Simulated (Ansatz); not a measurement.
# Co (P6_3/mmc) in Ansatz: notebook

Runs on Co. Level: r2SCAN. Tasks: single point, equation of state.

Program: Ansatz 0.2.0. These are calculated values, not measurements. Logs are shortened: lines on timing, memory, paths and dates and some standing lists are left out, and cuts for length are marked.

## Step 1: The crystal as given

The structure is hexagonal, space group P6_3/mmc (No. 194). The conventional cell has a = 2.471 Å, b = 2.471 Å, c = 8.088 Å, α = 90.00°, β = 90.00°, γ = 120.00°. Co (site symmetry -6m2) is surrounded by 12 Co at 2.47 Å. Co (site symmetry -3m) has 12 Co at 2.47 Å as nearest neighbours.

## Step 2: Single point, r2SCAN, collinear spin, ferromagnetic start, 10.05 Å³/atom (volume scaled by 0.94)

input.yaml

```yaml
crystal:
  lattice:
    - [2.4201280013, 0.0, 0.0]
    - [-1.2100640007, 2.0958923296, 0.0]
    - [0.0, 0.0, 7.9231214745]
  atoms:
    - { symbol: Co, position: [0.6666666667, 0.3333333333, 0.75], spin: 2.0 }
    - { symbol: Co, position: [0.0, 0.0, 0.5], spin: 2.0 }
    - { symbol: Co, position: [0.3333333333, 0.6666666667, 0.25], spin: 2.0 }
    - { symbol: Co, position: [0.0, 0.0, 0.0], spin: 2.0 }
hamiltonian:
  xc: r2scan
  pseudopotentials: { kind: paw }
magnetization:
  spin_polarized: true
kpoints:
  mp_grid: { grid: [12, 12, 4] }
scf:
  occupations: { method: fermi_dirac, width: 0.05 }
output:
  forces: true
  stress: true
  eigenvalues: true
```

Potentials or basis: Ansatz PAW.

Run with:

```
> ansatz run input.yaml --threads 2 --pin off --max-ram 5120MiB --backend cpu --events-out ev --progress --plain --runs-dir out
```

What it wrote:

```text
Warning: RAYON_NUM_THREADS=2 ignored (pool sized by the plan → 2); use --threads N
Engine: ansatz 0.2.0, aarch64-unknown-linux-gnu
Pseudopotentials: kind: paw
Pseudopotential: Co, paw, valence charge 17, recommended cutoff 500 eV (meta_gga), Co.paw.azcp
Functional definition: r2SCAN
  parameter k0 = 0.174
  parameter k1 = 0.065
  parameter a1 = 4.9479
  exchange = r2scan_x(k0 = k0, k1 = k1, a1 = a1)
  correlation = r2scan_c
Crystal: 4 atoms, lattice volume = 40.189 Å³
Basis set: ecut = 500 eV, 1031 PW (Γ), exchange–correlation on 72×72×240 points (64 copies of the dense FFT grid, shifted against one another)
Bands: 46, of which v1, the nominal top of the filled ones, is band 34 counted from 1 (33 counted from 0)
Symmetry: 24 space group operations
Space group: P63/mmc (ITA 194), of the structure as read, at distance tolerance 3.4e-5 Å
Magnetic group: BNS 194.263 (UNI 1493), of the structure as read, at distance tolerance 3.4e-5 Å
k-points: 57 of 576
Non-local potential: Co, projectors of the file, l = 0: 3, l = 1: 2, l = 2: 3, l = 3: 1
PAW form: soft (Blöchl's): semilocal exchange-correlation on the pseudo side does not see the compensation charge
PAW frozen core: Co, regenerated for the run's functional (the file was generated under x = pbe(κ = 0.804, μ = 0.2195149727645171), c = pbe(β = 0.06672455060314922))
PAW one-centre angular grid: Co, 590 points (default); XC on 160 Gauss nodes
Initial density: superposition of atomic densities (chi_scale 0.1, normalization cell)
Starting moments: Σ|m| = 8 μB on 4 of 4 sites
Initial wavefunctions: pseudopotential atomic-orbital guess
Functional: x = r2scan, c = r2scan; τ floored in thin density (d = 2e-4 eV/Å³)
SCF iter   1: F=—  HF=-20523.748915 eV  |F-HF|=—  |Δ(HF+E_count)|=         —  Δρ=1.09e-1 (↑3.07e-2 ↓1.09e-1)  dr2=4.53e0  dr2_τ=3.57e-2  dr2_m=6.13e-1  M=7.456 μB ∫|m|=7.856 μB  β_m=1.00  ethr=3.10e-3  ⟨swp⟩=5.9  Hψ=18015  notcnv=0  defer=9
Mixer restart at iter 1: flushing history
preconditioner: auto → none  [metal: Δε(μ)=0.006 eV  Ē_g=10.394 eV  σ=0.050 eV  W_gap=0.03  n_scr=6 (ndim 8)  ℏωp=35.1 eV  f_vac=0.000  D(μ)=1.96/eV (n_scr^D=6)  sad-step TF]
SCF iter   2: F=—  HF=-20522.897873 eV  |F-HF|=—  |Δ(HF+E_count)|=   8.51e-1  Δρ=2.81e-2 (↑9.97e-3 ↓2.81e-2)  dr2=3.41e-1  dr2_τ=4.16e-2  dr2_m=6.04e-2  M=7.329 μB ∫|m|=8.162 μB  β_m=1.00  ethr=3.10e-3  ⟨swp⟩=2.6  Hψ=8990  notcnv=0  defer=459  κ⁻¹=1.0e0(r=1)
SCF iter   3: F=—  HF=-20524.266019 eV  |F-HF|=—  |Δ(HF+E_count)|=    1.37e0  Δρ=1.03e-2 (↑7.67e-3 ↓1.03e-2)  dr2=3.08e-2  dr2_τ=1.84e-3  dr2_m=1.83e-3  M=7.188 μB ∫|m|=8.244 μB  β_m=1.00  ethr=5.02e-4  ⟨swp⟩=2.2  Hψ=7460  notcnv=0  defer=464  κ⁻¹=2.9e-2(r=2)
SCF iter   4: F=—  HF=-20524.973337 eV  |F-HF|=—  |Δ(HF+E_count)|=         —  Δρ=9.80e-3 (↑6.93e-3 ↓9.80e-3)  dr2=3.46e-2  dr2_τ=7.93e-4  dr2_m=1.34e-3  M=7.108 μB ∫|m|=8.196 μB  β_m=1.00  ethr=4.53e-5  ⟨swp⟩=2.8  Hψ=9601  notcnv=0  defer=440
Mixer restart at iter 4: flushing history
SCF iter   5: F=—  HF=-20525.432910 eV  |F-HF|=—  |Δ(HF+E_count)|=   4.60e-1  Δρ=7.25e-3 (↑5.08e-3 ↓7.25e-3)  dr2=2.28e-2  dr2_τ=7.23e-4  dr2_m=5.86e-4  M=7.071 μB ∫|m|=8.177 μB  β_m=1.00  ethr=4.53e-5  ⟨swp⟩=2.5  Hψ=10015  notcnv=0  defer=437  κ⁻¹=1.0e0(r=1)
SCF iter   6: F=—  HF=-20525.970606 eV  |F-HF|=—  |Δ(HF+E_count)|=   5.38e-1  Δρ=4.04e-3 (↑3.71e-3 ↓4.04e-3)  dr2=1.43e-2  dr2_τ=1.03e-4  dr2_m=2.00e-4  M=7.037 μB ∫|m|=8.144 μB  β_m=1.00  ethr=3.35e-5  ⟨swp⟩=2.4  Hψ=10332  notcnv=0  defer=439  κ⁻¹=2.0e-1(r=2)
SCF iter   7: F=—  HF=-20526.037289 eV  |F-HF|=—  |Δ(HF+E_count)|=   6.67e-2  Δρ=3.34e-3 (↑2.54e-3 ↓3.34e-3)  dr2=8.83e-3  dr2_τ=7.40e-5  dr2_m=1.23e-4  M=7.025 μB ∫|m|=8.124 μB  β_m=1.00  ethr=2.11e-5  ⟨swp⟩=2.0  Hψ=8481  notcnv=0  defer=434  κ⁻¹=3.1e-2(r=3)
SCF iter   8: F=—  HF=-20526.031945 eV  |F-HF|=—  |Δ(HF+E_count)|=   5.34e-3  Δρ=3.05e-3 (↑3.05e-3 ↓1.53e-3)  dr2=1.13e-3  dr2_τ=3.73e-5  dr2_m=1.22e-3  M=6.990 μB ∫|m|=8.053 μB  β_m=1.00  ethr=1.30e-5  ⟨swp⟩=2.0  Hψ=10164  notcnv=0  defer=436  κ⁻¹=9.8e-3(r=4)
[... 1 line left out ...]
SCF iter  10: F=—  HF=-20526.055941 eV  |F-HF|=—  |Δ(HF+E_count)|=   1.90e-3  Δρ=6.89e-4 (↑4.27e-4 ↓6.89e-4)  dr2=6.69e-5  dr2_τ=2.25e-6  dr2_m=1.09e-5  M=7.013 μB ∫|m|=8.082 μB  β_m=1.00  ethr=2.67e-7  ⟨swp⟩=2.1  Hψ=9729  notcnv=0  defer=437  κ⁻¹=2.8e-4(r=6)
SCF iter  11: F=—  HF=-20526.056565 eV  |F-HF|=—  |Δ(HF+E_count)|=   6.24e-4  Δρ=5.83e-4 (↑4.04e-4 ↓5.83e-4)  dr2=3.02e-5  dr2_τ=1.28e-6  dr2_m=4.24e-5  M=7.012 μB ∫|m|=8.081 μB  β_m=1.00  ethr=9.83e-8  ⟨swp⟩=2.0  Hψ=8509  notcnv=0  defer=437  κ⁻¹=1.1e-4(r=7)
SCF iter  12: F=—  HF=-20526.056792 eV  |F-HF|=—  |Δ(HF+E_count)|=   2.27e-4  Δρ=1.74e-4 (↑1.14e-4 ↓1.74e-4)  dr2=1.10e-5  dr2_τ=2.52e-7  dr2_m=1.62e-6  M=7.011 μB ∫|m|=8.075 μB  β_m=1.00  ethr=4.44e-8  ⟨swp⟩=2.4  Hψ=9310  notcnv=0  defer=437  κ⁻¹=7.2e-5(r=8)
SCF iter  13: F=—  HF=-20526.056916 eV  |F-HF|=—  |Δ(HF+E_count)|=   1.24e-4  Δρ=1.42e-4 (↑6.82e-5 ↓1.42e-4)  dr2=2.74e-6  dr2_τ=8.75e-8  dr2_m=3.49e-6  M=7.012 μB ∫|m|=8.073 μB  β_m=1.00  ethr=1.62e-8  ⟨swp⟩=2.0  Hψ=8168  notcnv=0  defer=437  κ⁻¹=3.7e-5(r=8)
SCF iter  14: F=—  HF=-20526.057007 eV  |F-HF|=—  |Δ(HF+E_count)|=   9.03e-5  Δρ=3.38e-5 (↑1.94e-5 ↓3.38e-5)  dr2=3.70e-7  dr2_τ=1.70e-8  dr2_m=5.71e-8  M=7.013 μB ∫|m|=8.074 μB  β_m=1.00  ethr=4.03e-9  ⟨swp⟩=2.0  Hψ=8999  notcnv=0  defer=437  κ⁻¹=3.0e-6(r=8)
SCF iter  15: F=—  HF=-20526.057051 eV  |F-HF|=—  |Δ(HF+E_count)|=   4.39e-5  Δρ=3.00e-5 (↑1.01e-5 ↓3.00e-5)  dr2=2.26e-7  dr2_τ=1.25e-9  dr2_m=8.11e-8  M=7.013 μB ∫|m|=8.075 μB  β_m=1.00  ethr=5.43e-10  ⟨swp⟩=2.9  Hψ=10144  notcnv=0  defer=437  κ⁻¹=2.9e-6(r=8)
SCF iter  16: F=—  HF=-20526.057058 eV  |F-HF|=—  |Δ(HF+E_count)|=   7.58e-6  Δρ=8.84e-6 (↑5.88e-6 ↓8.84e-6)  dr2=2.08e-8  dr2_τ=1.21e-9  dr2_m=4.47e-9  M=7.014 μB ∫|m|=8.076 μB  β_m=1.00  ethr=3.33e-10  ⟨swp⟩=2.6  Hψ=9636  notcnv=0  defer=437  κ⁻¹=2.1e-6(r=8)
SCF iter  17: F=—  HF=-20526.057058 eV  |F-HF|=—  |Δ(HF+E_count)|=   7.23e-8  Δρ=4.90e-6 (↑3.34e-6 ↓4.90e-6)  dr2=7.57e-9  dr2_τ=4.84e-10  dr2_m=1.29e-9  M=7.014 μB ∫|m|=8.076 μB  β_m=1.00  ethr=3.05e-11  ⟨swp⟩=2.0  Hψ=8893  notcnv=0  defer=437  κ⁻¹=1.1e-5(r=8)
SCF iter  18: F=—  HF=-20526.057058 eV  |F-HF|=—  |Δ(HF+E_count)|=   1.55e-7  Δρ=1.95e-6 (↑8.28e-7 ↓1.95e-6)  dr2=1.17e-9  dr2_τ=1.04e-11  dr2_m=2.86e-10  M=7.014 μB ∫|m|=8.076 μB  β_m=1.00  ethr=1.11e-11  ⟨swp⟩=2.0  Hψ=9127  notcnv=0  defer=437  κ⁻¹=6.0e-7(r=8)
SCF iter  19: F=-20526.057058 eV  HF=-20526.057058 eV  |F-HF|=7.56e-9  |Δ(HF+E_count)|=   8.08e-8  Δρ=4.32e-6 (↑2.05e-6 ↓4.32e-6)  dr2=1.01e-8  dr2_τ=1.67e-11  dr2_m=6.28e-10  M=7.014 μB ∫|m|=8.076 μB  ethr=1.72e-12  ⟨swp⟩=6.6  Hψ=20774  notcnv=0
SCF 1 converged in 19 iterations: F = -20526.057058 eV  dr2 = 1.01e-8
this state was not tested for a lower state beside it, because the mixer in use, unlike msr1, does not test its closes by its own steps (another_mixer; see scf.mixing.algorithm and scf.lower_state_search)
SCF converged after 19 iterations
Magnetization: 7.0139 μB (37.5070 up, 30.4930 down)
Absolute magnetization: 8.0831 μB (∫|ρ↑−ρ↓|, with the PAW one-centre terms)
Spin contamination: 0.2219 ħ² per cell (⟨S²⟩ above its minimum at these occupations)
Per-site moments (μB) at R_I (Å): [(1.8856701349975724, 0.9983028005515256), (1.8592165309126183, 0.9983028005515256), (1.8856701349975733, 0.9983028005515256), (1.8592165309126196, 0.9983028005515256)]
Free energy (F): -20526.057058 eV
Harris-Foulkes:  -20526.057058 eV  (|F-HF|=7.56e-9)
Internal energy: -20526.034834 eV  (E = F + TS)
E sigma→0 (E₀):  -20526.045946 eV
Entropy (-TS):   -0.022224 eV (-5.556 meV/atom)
Fermi energy:    20.642355 eV
--- Per-component energies (eV) ---
  E_band       = -962.313463
  E_kinetic    = 1825.960559
  E_local      = -10894.382906  (includes V_loc(G=0)·N_el)
  E_nonlocal   = 1824.882552
  E_hartree    = 4589.851046
  E_xc         = -634.170117
  E_vxc        = -925.168587  (∫ρ·V_xc dr)
  E_paw        = -6096.717653  (= ΣΔE_a)
  E_vpaw       = -2032.517182  (= ΣTr[D̂ρ^β])
  E_aug_tail   = 0.000129  (compensation charges beyond the density's cutoff)
  E_vtau       = 59.222373  (kinetic-family band-sum trace: ∫τ·v_τ [+ j·A + Jᵃ·Aᵃ] dr)
  E_ewald      = -11140.277617
  E_core_change = -1.180825  (= ΣΔE_core)
  E_smearing   = -0.022224  (= −TS)
  E_closure    = -0.000000  (closes the sum)
  Σ components = -20526.057058   (vs F -20526.057058, Δ=0.00e0)
--- Forces (eV/Å), atoms counted from 1 ---
  atom   1  Co     0.00000000    -0.00000000     0.00000000
  atom   2  Co     0.00000000     0.00000000     0.00000000
  atom   3  Co    -0.00000000     0.00000000     0.00000000
  atom   4  Co     0.00000000     0.00000000     0.00000000
  max |Σ_I F_I| component: 4.63e-18 eV/Å
--- Stress (GPa, compression-positive) ---
       16.910376       0.000000       0.000000
        0.000000      16.910376       0.000000
        0.000000       0.000000      15.113023
  P = ⅓ Tr σ = 16.3113 GPa (163.113 kbar)
--- Band table (eV; the first three rows and the last of 114) ---
  k-point 0 ↑: bands = ["-79.8862", "-79.8712", "-79.7987", "-79.7836", "-41.8816", "-41.7345", "-41.5929", "-41.4841", "-41.4841", "-41.4675", "-41.4675", "-41.4423", "-41.4349", "-41.4349", "-41.4182", "-41.4182", "10.5759", "12.9330", "12.9720", "14.3495", "16.6985", "16.7426", "16.8859", "16.8859", "16.9669", "16.9669", "17.0091", "17.2343", "17.2343", "17.3443", "17.3443", "17.9078", "17.9078", "18.2805", "18.2805", "18.6874", "18.6874", "19.1265", "19.1265", "20.0048", "27.2082", "36.2758", "36.2905", "43.5069", "44.0897", "45.1549"]
[... 3 lines left out ...]
```

Run time: 48 s. Hardware: 2 threads of Arm Neoverse N1, shared host; peak memory 0.6 GiB.

What came out:

```
Free energy            : -20526.0571 eV
Pressure               : 16.3 GPa
Band gap on the k mesh : none (metal or under the smearing width)
Net moment             : 7.01 μB per cell
Absolute moment        : 8.08 μB per cell
Site moments           : Co +1.89, +1.86 μB
```

Caveat: the magnetic or orbital state may not be the lowest; the PAW data sets come from PBE, with cores solved anew for the run's functional, which leaves a small shift of forces and pressure.

## Step 3: Single point, r2SCAN, collinear spin, ferromagnetic start, 10.26 Å³/atom (volume scaled by 0.96)

input.yaml: that of step 2 with these lines changed.

```diff
@@ -2,5 +2,5 @@
   lattice:
-    - [2.4201280013, 0.0, 0.0]
-    - [-1.2100640007, 2.0958923296, 0.0]
-    - [0.0, 0.0, 7.9231214745]
+    - [2.4371717178, 0.0, 0.0]
+    - [-1.2185858589, 2.110652621, 0.0]
+    - [0.0, 0.0, 7.978919943]
   atoms:
```

Potentials or basis: Ansatz PAW.

Run with:

```
> ansatz run input.yaml --threads 2 --pin off --max-ram 5120MiB --backend cpu --events-out ev --progress --plain --runs-dir out
```

Wall time 52 s (2 threads of Arm Neoverse N1, shared host); peak memory 0.59 GiB.

It converged, with:

| Item | Value |
| --- | --- |
| Free energy | -20526.1272 eV |
| Pressure | 10.1 GPa |
| Band gap on the k mesh | none (metal or under the smearing width) |
| Net moment | 7.04 μB per cell |
| Absolute moment | 8.14 μB per cell |
| Site moments | Co +1.90, +1.87 μB |

Caveat: the magnetic or orbital state may not be the lowest; the PAW data sets come from PBE, with cores solved anew for the run's functional, which leaves a small shift of forces and pressure.

## Step 4: Single point, r2SCAN, collinear spin, ferromagnetic start, 10.47 Å³/atom (volume scaled by 0.98)

input.yaml: that of step 3 with these lines changed.

```diff
@@ -2,5 +2,5 @@
   lattice:
-    - [2.4371717178, 0.0, 0.0]
-    - [-1.2185858589, 2.110652621, 0.0]
-    - [0.0, 0.0, 7.978919943]
+    - [2.4539803297, 0.0, 0.0]
+    - [-1.2269901649, 2.125209306, 0.0]
+    - [0.0, 0.0, 8.033948716]
   atoms:
```

Run with:

```
> ansatz run input.yaml --threads 2 --pin off --max-ram 5120MiB --backend cpu --events-out ev --progress --plain --runs-dir out
```

Wall time 57 s (2 threads of Arm Neoverse N1, shared host); peak memory 0.6 GiB.

Results (log left out):

```yaml
Free_energy: -20526.1661 eV
Pressure: 4.6 GPa
Band_gap_on_the_k_mesh: none (metal or under the smearing width)
Net_moment: 7.06 μB per cell
Absolute_moment: 8.20 μB per cell
Site_moments: Co +1.90, +1.88 μB
```

Caveat: the magnetic or orbital state may not be the lowest; the PAW data sets come from PBE, with cores solved anew for the run's functional, which leaves a small shift of forces and pressure.

## Step 5: Single point, r2SCAN, collinear spin, ferromagnetic start, 10.69 Å³/atom

input.yaml: that of step 4 with these lines changed.

```diff
@@ -2,5 +2,5 @@
   lattice:
-    - [2.4539803297, 0.0, 0.0]
-    - [-1.2269901649, 2.125209306, 0.0]
-    - [0.0, 0.0, 8.033948716]
+    - [2.4705617809, 0.0, 0.0]
+    - [-1.2352808905, 2.1395692639, 0.0]
+    - [0.0, 0.0, 8.0882338]
   atoms:
```

Run with:

```
> ansatz run input.yaml --threads 2 --pin off --max-ram 5120MiB --backend cpu --events-out ev --progress --plain --runs-dir out
```

It took 59 s on 2 threads of Arm Neoverse N1, shared host; peak memory 0.62 GiB.

The run converged. Its results:

- Free energy: -20526.1770 eV
- Pressure: -0.4 GPa
- Band gap on the k mesh: none (metal or under the smearing width)
- Net moment: 7.07 μB per cell
- Absolute moment: 8.25 μB per cell
- Site moments: Co +1.91, +1.88 μB

Caveat: the magnetic or orbital state may not be the lowest; the PAW data sets come from PBE, with cores solved anew for the run's functional, which leaves a small shift of forces and pressure.

## Step 6: Single point, r2SCAN, collinear spin, ferromagnetic start, 10.90 Å³/atom (volume scaled by 1.02)

input.yaml: that of step 5 with these lines changed.

```diff
@@ -2,5 +2,5 @@
   lattice:
-    - [2.4705617809, 0.0, 0.0]
-    - [-1.2352808905, 2.1395692639, 0.0]
-    - [0.0, 0.0, 8.0882338]
+    - [2.486923594, 0.0, 0.0]
+    - [-1.2434617971, 2.1537390097, 0.0]
+    - [0.0, 0.0, 8.1417998233]
   atoms:
@@ -23 +23,5 @@
   eigenvalues: true
+  write_density: true
+  write_potential: true
+  elf: true
+  volumetric_format: npy
```

Potentials or basis: Ansatz PAW.

Run with:

```
> ansatz run input.yaml --threads 2 --pin off --max-ram 5120MiB --backend cpu --events-out ev --progress --plain --runs-dir out
```

Wall time 65 s (2 threads of Arm Neoverse N1, shared host); peak memory 0.62 GiB.

It converged, with:

```
Free energy            : -20526.1632 eV
Pressure               : -4.7 GPa
Band gap on the k mesh : none (metal or under the smearing width)
Net moment             : 7.09 μB per cell
Absolute moment        : 8.30 μB per cell
Site moments           : Co +1.92, +1.89 μB
```

Caveat: the magnetic or orbital state may not be the lowest; the PAW data sets come from PBE, with cores solved anew for the run's functional, which leaves a small shift of forces and pressure.

## Step 7: Single point, r2SCAN, collinear spin, ferromagnetic start, 11.12 Å³/atom (volume scaled by 1.04)

input.yaml: that of step 6 with these lines changed.

```diff
@@ -2,5 +2,5 @@
   lattice:
-    - [2.486923594, 0.0, 0.0]
-    - [-1.2434617971, 2.1537390097, 0.0]
-    - [0.0, 0.0, 8.1417998233]
+    - [2.503072901, 0.0, 0.0]
+    - [-1.2515364506, 2.1677247198, 0.0]
+    - [0.0, 0.0, 8.1946701348]
   atoms:
@@ -23,5 +23 @@
   eigenvalues: true
-  write_density: true
-  write_potential: true
-  elf: true
-  volumetric_format: npy
```

Run with:

```
> ansatz run input.yaml --threads 2 --pin off --max-ram 5120MiB --backend cpu --events-out ev --progress --plain --runs-dir out
```

It took 59 s on 2 threads of Arm Neoverse N1, shared host; peak memory 0.62 GiB.

It converged, with:

- Free energy: -20526.1274 eV
- Pressure: -8.6 GPa
- Band gap on the k mesh: none (metal or under the smearing width)
- Net moment: 7.10 μB per cell
- Absolute moment: 8.34 μB per cell
- Site moments: Co +1.93, +1.89 μB

Caveat: the magnetic or orbital state may not be the lowest; the PAW data sets come from PBE, with cores solved anew for the run's functional, which leaves a small shift of forces and pressure.

## Step 8: Single point, r2SCAN, collinear spin, ferromagnetic start, 11.33 Å³/atom (volume scaled by 1.06)

input.yaml: that of step 7 with these lines changed.

```diff
@@ -2,5 +2,5 @@
   lattice:
-    - [2.503072901, 0.0, 0.0]
-    - [-1.2515364506, 2.1677247198, 0.0]
-    - [0.0, 0.0, 8.1946701348]
+    - [2.5190164704, 0.0, 0.0]
+    - [-1.2595082352, 2.1815322559, 0.0]
+    - [0.0, 0.0, 8.2468668932]
   atoms:
@@ -23 +23,5 @@
   eigenvalues: true
+  write_density: true
+  write_potential: true
+  elf: true
+  volumetric_format: npy
```

Run with:

```
> ansatz run input.yaml --threads 2 --pin off --max-ram 5120MiB --backend cpu --events-out ev --progress --plain --runs-dir out
```

Run time: 67 s. Hardware: 2 threads of Arm Neoverse N1, shared host; peak memory 0.64 GiB.

It converged, with:

| Property | Result |
| --- | --- |
| Free energy | -20526.0723 eV |
| Pressure | -11.9 GPa |
| Band gap on the k mesh | none (metal or under the smearing width) |
| Net moment | 7.13 μB per cell |
| Absolute moment | 8.39 μB per cell |
| Site moments | Co +1.94, +1.90 μB |

Caveat: the magnetic or orbital state may not be the lowest; the PAW data sets come from PBE, with cores solved anew for the run's functional, which leaves a small shift of forces and pressure.

## Step 9: Equation of state, r2SCAN, collinear spin, ferromagnetic start

Potentials or basis: Ansatz PAW.

No new run: the results of the series are fitted here.

Results:

| Quantity | Value |
| --- | --- |
| Equilibrium volume | 10.67 Å³/atom |
| Bulk modulus at fixed shape and positions | 233 GPa |
| Pressure derivative of the bulk modulus | 5.0 |

Energy against volume, from the lowest point:
```tsv
volume (Å³/atom)	energy (meV/atom)
10.047	30.00
10.261	12.45
10.475	2.74
10.688	0.00
10.902	3.45
11.116	12.41
11.330	26.18
```

Caveat: the magnetic or orbital state may not be the lowest; the cell was scaled at fixed shape and fractional positions, which overstates the stiffness of a crystal with free parameters, most of all of layers and chains; the PAW data sets were made with another functional, which shifts forces and pressure a little.
